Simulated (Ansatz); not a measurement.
Runs of Ansatz 0.2.0 on Gd. The structure is hexagonal, space group P6_3/mmc (No. 194). Conventional cell: a = 3.636 Å, b = 3.636 Å, c = 5.783 Å, α = 90.00°, β = 90.00°, γ = 120.00°. Around Gd (site symmetry -6m2) lie 12 Gd at 3.57 to 3.64 Å. 

| task | level | cell | k mesh | cutoff (eV) | smearing | gap on the mesh (eV) | pressure (GPa) | moment (μB) |
| --- | --- | --- | --- | --- | --- | --- | --- | --- |
| phonons | PBE | as given | 6 × 6 × 4 | 168 | fermi-dirac 0.05 eV | none | - | (b) |
| single point | PBE | as given | 8 × 8 × 5 | 156 | gaussian 0.02 eV | none | 0.6 | 15.19 |
| elastic constants | PBEsol | as given | 6 × 6 × 4 | 168 | fermi-dirac 0.05 eV | none | -1.9 | 15.33 |
| band structure | PBE | as given | 8 × 8 × 5 | 156 | fermi-dirac 0.05 eV | - | 0.6 | 15.23 |
| relaxation of cell and atoms | revPBE | relaxed | 8 × 8 × 5 | - | fermi-dirac 0.05 eV | - | 0.0 | (a) |
| single point | PBE | as given | 8 × 8 × 5 | 156 | gaussian 0.015 eV | none | 0.6 | 15.19 |
| single point | PBE | as given | 8 × 8 × 5 | 156 | gaussian 0.028 eV | none | 0.6 | 15.20 |

Alike in all rows: potentials or basis all-electron LAPW, scalar-relativistic; spin collinear, ferromagnetic start; basis error allowed 0.001 eV/atom.

**Question.** Estimate the missing entries.

**Answer.** (a) 15.31; (b) 15.38.

Caveats: an open f shell can end in a state above the lowest; spin-orbit coupling is left out, which moves the levels of the heavy elements; the k mesh is thin for a metal, which can move the energy by tens of meV per atom (some runs); a metal's response needs a denser mesh (some runs); elastic constants of metals need much finer meshes, so these are rough (some runs).

A k mesh can miss the band edges, and the runs leave out spin-orbit coupling on Gd.

A gap of «none» marks a metal or a gap under the smearing width.
